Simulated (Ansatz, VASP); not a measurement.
# KCl: VASP beside Ansatz

File INCAR:

```
SYSTEM = KCl
ALGO     = Normal         ! electronic algorithm
EDIFF    = 1E-8           ! SCF threshold, eV
ENCUT    = 520            ! plane-wave cutoff, eV
GGA      = PS             ! functional
ISIF     = 2              ! what is computed and relaxed
ISMEAR   = -1             ! smearing method
LASPH    = .TRUE.         ! aspherical terms in the spheres
LCHARG   = .FALSE.        ! write CHGCAR
LEFG     = .TRUE.       
LREAL    = .FALSE.        ! projectors in reciprocal space
LWAVE    = .FALSE.        ! write WAVECAR
NBANDS   = 15             ! bands
NELM     = 100            ! most SCF steps
PREC     = Accurate       ! precision mode
SIGMA    = 0.01           ! smearing width, eV
```

KPOINTS

```
k-points
0
G
  7 7 7
  0 0 0
```

The input POSCAR:

```
KCl
1.0
    3.6340000000      0.0363400000      0.0363400000
    0.0363400000      3.6340000000      0.0363400000
    0.0363400000      0.0363400000      3.6340000000
K Cl
1 1
Direct
    0.0000000000      0.0000000000      0.0000000000
    0.5000000000      0.5000000000      0.5000000000
```

Input for Ansatz:

```yaml
crystal:
  lattice:
    - [3.634, 0.03634, 0.03634]
    - [0.03634, 3.634, 0.03634]
    - [0.03634, 0.03634, 3.634]
  atoms:
    - { symbol: K, position: [0.0, 0.0, 0.0] }
    - { symbol: Cl, position: [0.5, 0.5, 0.5] }
kpoints:
  mp_grid: { grid: [7, 7, 7] }
scf:
  occupations: { method: fermi_dirac, width: 0.01 }
hamiltonian:
  xc: pbesol
  pseudopotentials: { kind: all_electron, datasets: crystal }
output:
  forces: true
  stress: true
  eigenvalues: true
  efg: { contact_densities: true }
```

Change from the starting cell: equal xy, yz and zx shear strains of +2 %, crystal datasets.

Alike in both runs: task electric field gradients; functional PBEsol; k mesh 7 × 7 × 7; occupations fermi-dirac, width 0.01 eV; no spin polarisation.

|  | VASP | Ansatz |
| --- | --- | --- |
| version | VASP 6.6.1 | Ansatz 0.2.0 |
| potentials or method | VASP PAW PBE potentials, release 64 (K_sv, Cl) | all-electron PAW with datasets made for the crystal, scalar-relativistic |
| plane-wave cutoff (eV) | 520 | see its input |

|  | VASP | Ansatz | Ansatz less VASP |
| --- | --- | --- | --- |
| gap on the k mesh at the Fermi level (eV) | 5.40 | 5.40 | +0.005 |
| pressure (GPa) | 2.4 | 2.3 | -0.09 |
| largest component of the traceless stress (GPa) | 0.24 | 0.23 | -0.008 |
| Vzz of the field gradient on the site that differs most (V/Å²) | 4.4 | 4.3 | -0.09 |

Ansatz ran all-electron here, so the differences hold the error of VASP's frozen core and of both bases.

Caveats: the PAW data sets were made with another functional, which shifts forces and pressure a little (VASP); an odd mesh through Γ misses points on the zone boundary, where band edges often lie.
